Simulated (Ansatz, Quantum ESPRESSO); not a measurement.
**AlN (zinc blende): bulk modulus from a few volumes**

How stiff is zinc blende AlN under hydrostatic load? Each row scales the relaxed cell evenly and relaxes the atoms. The phase is followed to these pressures whether or not it stays the stable one.

Calculated with Ansatz 0.2.0, PBEsol, PAW files of the set soft_1, cutoff 600 eV, Fermi–Dirac smearing 0.02 eV, k-mesh 11×11×11, no spin polarisation, no spin-orbit coupling.

Reference cell, relaxed at zero pressure with PBEsol (F-43m): a = 3.0952 Å, b = 3.0952 Å, c = 3.0952 Å, α = 60.00°, β = 60.00°, γ = 60.00°.

```
atom       x       y       z
  Al  0.0000  0.0000  0.0000
   N  0.7500  0.7500  0.7500
```

| V (Å³/atom) | V/V0 | P (GPa) | E − E0 (meV/atom) |
| --- | --- | --- | --- |
| 9.8548 | 0.9400 | 14.005 | 26.1 |
| 10.0645 | 0.9600 | 8.873 | 11.2 |
| 10.6935 | 1.0200 | −3.821 | 2.5 |
| 10.9032 | 1.0400 | −7.289 | 9.8 |
| 11.1129 | 1.0600 | −10.433 | 21.5 |

V0 = 10.4838 Å³ an atom, where the residual pressure P0 is +0.003 GPa. **Question.** Fit the Birch–Murnaghan law and give the pressure and the energy at V = 10.2742 Å³ an atom, a row left out above.

With the Eulerian strain f = ½[(V0/V)^(2/3) − 1] and F = (P − P0)/[3f(1 + 2f)^(5/2)], the third-order law is the line F = B0 + (3/2) B0 (B′ − 4) f.

```csv
f,F (GPa)
0.02106,199.95
0.01379,200.27
−0.00656,200.88
−0.01291,201.07
−0.01905,201.21
```

A straight line through the 5 rows: the means are −0.000734 for f and 200.68 for F, Σ(Δx)² = 0.001204 and ΣΔxΔy = −0.03749, so the slope is −0.03749/0.001204 = −31.145 and the intercept 200.68 − (−31.145)(−0.000734) = 200.65.

Hence B0 = 200.7 GPa and B′ = 4 + (−31.1)/(1.5 × 200.7) = 3.90. For the withheld volume f = 0.00678, F = 200.44 GPa and P = 4.22 GPa. The run itself gives 4.22 GPa, so the estimate misses by 0.00 GPa, a rounding's worth.

Integrating the same law gives E − E0 = (9/2) B0 V0 f²[1 + (B′ − 4) f] + P0(V0 − V), with 1 GPa Å³ = 6.2415 meV: 2.7 meV an atom. The run itself gives 2.7 meV, so the estimate misses by 0.0 meV, a rounding's worth.

The same fit over all rows at other levels or in other programs gives B0 = 210 GPa with r2SCAN (Ansatz), 201 GPa with PBEsol (Quantum ESPRESSO, GBRV) and 201 GPa with PBEsol (Quantum ESPRESSO, PseudoDojo).

[Logs are printed without paths, hosts, clocks, repeated set-up lines and the standing remarks that a program may print on its own settings, such as how far it seeks lower states.]
